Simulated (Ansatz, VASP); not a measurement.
# Two plane-wave programs on HfB2

```xyz
6
Lattice="2.9289 0.0000 0.0000 0.0000 2.9289 0.0000 0.0000 0.0000 8.1742" Properties=species:S:1:pos:R:3 pbc="T T T"
Hf    0.0000    0.0000    0.0000
Hf    1.4644    1.4644    4.0871
B     0.0000    1.4644    1.9762
B     0.0000    1.4644    6.0633
B     1.4644    0.0000    2.1109
B     1.4644    0.0000    6.1980
```

Alike in both runs: functional PBE; k mesh 6 × 6 × 2; occupations gaussian, width 0.1 eV; no spin polarisation.

Ansatz relaxed the structure, and its values are those at the end. VASP's run is a single point on that final structure, the one shown.

|  | VASP | Ansatz |
| --- | --- | --- |
| version | VASP 6.6.1 | Ansatz 0.2.0 |
| potentials or method | VASP PAW PBE potentials, release 64 (Hf_pv, B) | scalar-relativistic, plane waves, PAW |
| plane-wave cutoff (eV) | 520 | 420 |
| valence electrons in the cell | 32 | 64 |

```csv
,VASP,Ansatz,Ansatz less VASP
gap on the k mesh at the Fermi level (eV),none,none,-
pressure (GPa),0.0,-0.1,-0.02
rms of the force components (eV/Å),0.005,0.004,-0.0008
```

A gap of «none» marks a metal or a gap that the smearing closes. The two sets of potentials don't hold the same shells in valence.

Caveats: the k mesh is coarse (spacing up to 0.38 Å⁻¹), so the values aren't converged. The runs have no spin-orbit coupling, so splittings on Hf are missing.
